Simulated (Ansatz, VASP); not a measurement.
Pt: VASP beside Ansatz

The input INCAR:

```
PREC = Accurate ; ENCUT = 520
EDIFF = 1E-6 ; ISMEAR = -1
SIGMA = 0.08 ; LREAL = F
LASPH = T ; NELM = 60
ALGO = Normal ; ISIF = 2
LWAVE = F ; LCHARG = F
GGA = PE ; NBANDS = 11
```

Contents of KPOINTS:

```
Automatic mesh
0
Gamma
  17 17 17
```

Contents of POSCAR:

```
Pt
1.0
   -1.3193661067      1.3193661067      1.3193661067
    1.3193661067     -1.3193661067      1.3193661067
    1.3193661067      1.3193661067     -1.3193661067
Pt
1
Direct
    0.0000000000      0.0000000000      0.0000000000
```

Input for Ansatz:

```yaml
crystal:
  lattice:
    - [-1.3193661067, 1.3193661067, 1.3193661067]
    - [1.3193661067, -1.3193661067, 1.3193661067]
    - [1.3193661067, 1.3193661067, -1.3193661067]
  atoms:
    - { symbol: Pt, position: [0.0, 0.0, 0.0] }
kpoints:
  mp_grid: { grid: [17, 17, 17] }
scf:
  occupations: { method: fermi_dirac, width: 0.08 }
hamiltonian:
  xc: pbe
  pseudopotentials: { kind: all_electron, lapw: { basis_error: 0.001 } }
output:
  forces: true
  stress: true
  eigenvalues: true
  populations: true
```

Change from the starting cell: volume scaled by 0.58, LAPW.

Alike in both runs: task single point; functional PBE; k mesh 17 × 17 × 17; occupations fermi-dirac, width 0.08 eV; no spin polarisation.

```csv
,VASP,Ansatz
version,VASP 6.6.1,Ansatz 0.2.0
potentials or method,"VASP PAW PBE potentials, release 64 (Pt)","all-electron LAPW, scalar-relativistic"
plane-wave cutoff (eV),520,see its input
```

```csv
,VASP,Ansatz,Ansatz less VASP
pressure (GPa),529.1,523.8,-5.29
```

Ansatz ran all-electron here, so the differences hold the error of VASP's frozen core and of both bases.

Caveats: the cell as given lies far from equilibrium; so large a pressure means that the cell lies far from this level's equilibrium, or that cutoff or potentials fall short (VASP). Spin-orbit coupling is left out, which matters for the levels of Pt.
